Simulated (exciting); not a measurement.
Set up this calculation in exciting (release sodium), as the native input.

```
Task                                     : single point
Functional                               : PBE
Potentials or basis                      : all-electron LAPW+lo, shipped species files, valence relativity iora*
rgkmax                                   : 9
k mesh                                   : 7 × 7 × 7
Occupations                              : gaussian, width 0.1 eV
Spin                                     : no spin polarisation
outputlevel                              : low
gmaxvr (cutoff of density and potential) : 14 1/bohr
lmaxapw (and lmaxmat)                    : 10
lmaxvr                                   : 8
nempty                                   : 10
Valence relativity                       : iora*
epsengy                                  : 1e-05 Ha
epspot                                   : 1e-05 Ha
maxscl                                   : 60
Muffin-tin radii                         : Pb 2.3 bohr
```

Crystal: Pb.

```
Pb
1.0
     0.00000    3.43900    3.43900
     3.43900    0.00000    3.43900
     3.43900    3.43900    0.00000
Pb
2
Cartesian
  1.7195 1.7195 1.7195
  0.0000 0.0000 0.0000
```

This isn't the form of Pb at room conditions, which is fcc.

The input as run:

input.xml

```xml
<input>
  <title>Pb</title>
  <structure speciespath="./" tshift="false">
    <crystal scale="1">
      <basevect>0.000000000000 6.498768247468 6.498768247468</basevect>
      <basevect>6.498768247468 0.000000000000 6.498768247468</basevect>
      <basevect>6.498768247468 6.498768247468 0.000000000000</basevect>
    </crystal>
    <species speciesfile="Pb.xml" rmt="2.3">
      <atom coord="0.250000000000 0.250000000000 0.250000000000"/>
      <atom coord="0.000000000000 0.000000000000 0.000000000000"/>
    </species>
  </structure>
  <groundstate do="fromscratch" ngridk="7 7 7" rgkmax="9" gmaxvr="14" lmaxapw="10" lmaxmat="10" lmaxvr="8" xctype="GGA_PBE" stype="Gaussian" swidth="0.00367493" nempty="10" ValenceRelativity="iora*" epsengy="1e-05" epspot="1e-05" maxscl="60" tforce="true" outputlevel="low"/>
</input>
```

Potentials or basis: all-electron LAPW+lo, shipped species files, valence relativity iora*.

Launch:

```bash
$ OMP_NUM_THREADS=1 exciting_smp
```

It gave:

- Band gap on the k mesh: none (metal or under the smearing width)
- Density of states at the Fermi level: 0.92 states/eV per cell

Caveat: the log's total energy holds no entropy term; the free energy is that total less TS from the occupations.

Run time: 3.2 min on 1 thread of Arm Neoverse V1, with other jobs on the host, peak memory 0.17 GiB.
